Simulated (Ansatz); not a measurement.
# LuH3 in Ansatz: convergence with xc grid

The system is LuH3.

```
Lu H
1.0
    -1.67408    1.67408    2.78220
     1.67408   -1.67408    2.78220
     1.67408    1.67408   -2.78220
Lu H
1 3
Direct
  0.00000 0.00000 0.00000
  0.50000 0.50000 0.00000
  0.25000 0.75000 0.50000
  0.75000 0.25000 0.50000
```

Measurements of this composition are mostly on another form, of space group No. 165.

```yaml
Program: Ansatz 0.2.0
Task: convergence study
Functional: LDA
Potentials_or_basis: Ansatz PAW
Cutoff: "420 eV (not typed: the program's choice for these potentials)"
k_mesh: 9 × 9 × 9
Occupations: fermi-dirac, width 0.05 eV
Spin: spin-orbit coupling, no magnetisation
```

These are the settings of the first run; the series varies xc grid, with any setting tied to it.

Hardware: 2 threads of Arm Neoverse V2, with other jobs on the host.

| xc grid | energy less the tightest run, at zero smearing (meV/atom) | SCF cycles | CPU time (s) | peak memory (GiB) |
| --- | --- | --- | --- | --- |
| 1 | 0.00 | 10 | 16 | 0.47 |
| 2 | 0.00 | 10 | 16 | 0.47 |
| 3 | 0.00 | 10 | 16 | 0.47 |
| 4 | 0.00 | 10 | 17 | 0.48 |
| 5 | 0.00 | 10 | 18 | 0.5 |

Against the tightest run, the energy stays within 1 meV/atom from 1 on. The tightest run that finished is the yardstick and may itself not be fully converged.
